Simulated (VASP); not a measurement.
Input of a VASP 6.6.1 run:

The input INCAR:

```
SYSTEM = Ru
PREC     = Accurate       ! precision mode
ENCUT    = 520            ! plane-wave cutoff, eV
EDIFF    = 1E-6           ! SCF threshold, eV
ISMEAR   = 1              ! smearing method
SIGMA    = 0.1            ! smearing width, eV
LREAL    = .FALSE.        ! projectors in reciprocal space
LASPH    = .TRUE.         ! aspherical terms in the spheres
NELM     = 120            ! most SCF steps
ALGO     = Normal         ! electronic algorithm
ISIF     = 2              ! what is computed and relaxed
LWAVE    = .FALSE.        ! write WAVECAR
LCHARG   = .FALSE.        ! write CHGCAR
LDIPOL   = .TRUE.       
IDIPOL   = 3            
DIPOL    = 0.5 0.5 0.500
GGA      = PE             ! functional
IBRION   = 2              ! ionic algorithm
NSW      = 90             ! ionic steps
EDIFFG   = -0.02          ! ionic threshold
KPAR     = 2
```

Contents of KPOINTS:

```
Automatic mesh
0
G
  14 14 1
  0 0 0
```

File POSCAR:

```
Ru
1.0
    2.7193470000      0.0000000000      0.0000000000
   -1.3596735000      2.3550235400      0.0000000000
    0.0000000000      0.0000000000     32.5142012800
Ru
4
Selective dynamics
Direct
    0.3333330000      0.6666670000      0.4008964000  F F F
    0.6666670000      0.3333330000      0.4669654700  T T T
    0.3333330000      0.6666670000      0.5330345300  T T T
    0.6666670000      0.3333330000      0.5991036000  T T T
```

Potentials or basis: VASP PAW PBE potentials, release 64 (Ru_pv).

Launch:

```bash
$ cat potpaw_PBE.64/Ru_pv/POTCAR > POTCAR
$ mpirun -np 2 vasp_std > vasp.out
```

Problem. Estimate the band gap on the k mesh.

Solution. None (metal or under the smearing width).

Problem. What does it give for the energy gained by relaxing?

Solution. 13.4 meV/atom.

Final structure:
```
Ru
1.0
     2.71935    0.00000    0.00000
    -1.35967    2.35502    0.00000
     0.00000    0.00000   32.51420
Ru
4
Direct
  0.33333 0.66667 0.40090
  0.66667 0.33333 0.46467
  0.33333 0.66667 0.53115
  0.66667 0.33333 0.59493
```
